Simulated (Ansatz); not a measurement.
Write the native input for Ansatz 0.2.0 that does the following.

```yaml
Task: single point
Functional: PBE
Potentials_or_basis: Ansatz PAW
Cutoff: "420 eV (not typed: the program's choice for these potentials)"
k_mesh: 9 × 9 × 9
Occupations: fermi-dirac, width 0.05 eV
Spin: collinear spin, ferromagnetic start
Starting_moments: "[0.0, 2.5, 0.0, 0.0] μB"
Fixed_moment: 2.5 μB
```

The system is CoPdO2.

```
Pd Co O
1.0
     1.43169    0.82659    5.95777
    -1.43169    0.82659    5.95777
     0.00000   -1.65317    5.95777
Pd Co O
1 1 2
Direct
  0.00000 0.00000 0.00000
  0.50000 0.50000 0.50000
  0.11248 0.11248 0.11248
  0.88752 0.88752 0.88752
```

The cell is a database's computed one.

These files were run (other wordings do the same):

input.yaml

```yaml
crystal:
  lattice:
    - [1.4316899074, 0.8265865534, 5.9577715763]
    - [-1.4316899074, 0.8265865534, 5.9577715763]
    - [0.0, -1.6531731068, 5.9577715763]
  atoms:
    - { symbol: Pd, position: [0.0, 0.0, 0.0] }
    - { symbol: Co, position: [0.5, 0.5, 0.5], spin: 2.5 }
    - { symbol: O, position: [0.112476, 0.112476, 0.112476] }
    - { symbol: O, position: [0.887524, 0.887524, 0.887524] }
hamiltonian:
  xc: pbe
  pseudopotentials: { kind: paw }
magnetization:
  spin_polarized: true
  initial_magnetization: 2.5
  spin_locking: { lock_magnetization: hard }
kpoints:
  mp_grid: { grid: [9, 9, 9] }
scf:
  occupations: { method: fermi_dirac, width: 0.05 }
  lower_state_search: "off"
output:
  forces: true
  stress: true
  eigenvalues: true
```

Potentials or basis: Ansatz PAW.

Launch:

```console
$ ansatz run input.yaml --threads 2 --pin off --max-ram 5632MiB --backend cpu --events-out ev --progress --plain --runs-dir out
```

It gave:

```
Pressure        : 11.9 GPa
Largest force   : 1.069 eV/Å
Net moment      : 2.50 μB per cell
Absolute moment : 2.51 μB per cell
Site moments    : Pd +0.21; Co +1.81; O +0.14 μB
```

Caveat: the pressure holds a Pulay correction of +0.7 GPa for the finite cutoff; the total moment is fixed, so each spin has its own Fermi level; a cell with one magnetic atom can't hold antiferromagnetic order, which such compounds often take; forces of over 1 eV/Å show positions far from the minimum, so gaps and moduli don't describe the material at rest; the thresholds are loose for stress.

It took 8.6 s on 2 threads of Arm Neoverse V1, on a shared host, peak memory 0.44 GiB.
